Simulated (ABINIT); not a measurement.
Wanted: the native input for an ABINIT 10.8.3 (patched build) run.

```
Task                        : relaxation of cell and atoms
Functional                  : LDA
Potentials or basis         : JTH PAW LDA v2.0
Cutoff                      : 544 eV
k mesh                      : 11 × 11 × 6
Occupations                 : fermi-dirac, width 0.05 eV
Spin                        : no spin polarisation
Cell freedom (optcell)      : 2
Cutoff smearing ecutsm (Ha) : 0.5
Optimiser (ionmov)          : 2
Force stop (Ha/bohr)        : 5e-05
Fine-grid cutoff            : 1088.46 eV
```

The system is Au.

```xyz
2
Lattice="2.9000 0.0000 0.0000 -1.4500 2.5115 0.0000 0.0000 0.0000 4.8800" Properties=species:S:1:pos:R:3 pbc="T T T"
Au    1.4500    0.8372    1.2200
Au    0.0000    1.6743    3.6600
```

This isn't the form of Au at room conditions, which is fcc.

These files were run (other wordings do the same):

run.abi

```
# Pseudopotentials
pp_dirpath "./"
pseudos "Au.LDA_PW-JTH.xml"

# Structure
acell 3*1.0 Angstrom
rprim
     2.9000000000     0.0000000000     0.0000000000
    -1.4500000000     2.5114736710     0.0000000000
     0.0000000000     0.0000000000     4.8800000000
ntypat 1
znucl 79
natom 2
typat 1 1
xcart
     1.4500000001     0.8371578902     1.2200000000
    -0.0000000001     1.6743157808     3.6600000000 Angstrom
chkprim 0
chksymtnons 0
tolsym 1.0e-6

# Plane-wave basis
ecut 20.0
pawecutdg 40.0

# k points
kptopt 1
ngkpt 11 11 6
nshiftk 1
shiftk 0.0 0.0 0.0

# Exchange and correlation
ixc 7

# Bands and occupations
nband 15
occopt 3
tsmear 0.00183747

# SCF cycle
nstep 100
tolvrs 1.0e-9

# Output
iomode 3
prtwf 0
prtden 0
prteig 0
prtebands 0
enunit 1

# Relaxation
ionmov 2
ntime 60
tolmxf 5.0e-5
optcell 2
dilatmx 1.08
ecutsm 0.5
```

Potentials or basis: JTH PAW LDA v2.0.

Command:

```sh
$ abinit run.abi > log 2>&1
```

Results of the run:

```
Relaxed volume                                        : 16.61 Å³/atom
Relaxed cell                                          : a = 2.846 Å, b = 2.846 Å, c = 4.734 Å, α = 90.00°, β = 90.00°, γ = 120.00°
Space group after relaxing (to 0.05 Å)                : P6_3/mmc (No. 194)
Energy gained by relaxing                             : 41.7 meV/atom
Ionic steps                                           : 8
Pressure after relaxing                               : 0.0 GPa
Band gap on the k mesh                                : none (metal or under the smearing width)
Valence electrons inside the program's atomic spheres : Au 9.53 (radii [1.3275] Å)
```

Run time: 4 min on 1 thread of Arm Neoverse V2, on a shared host, peak memory 0.15 GiB.
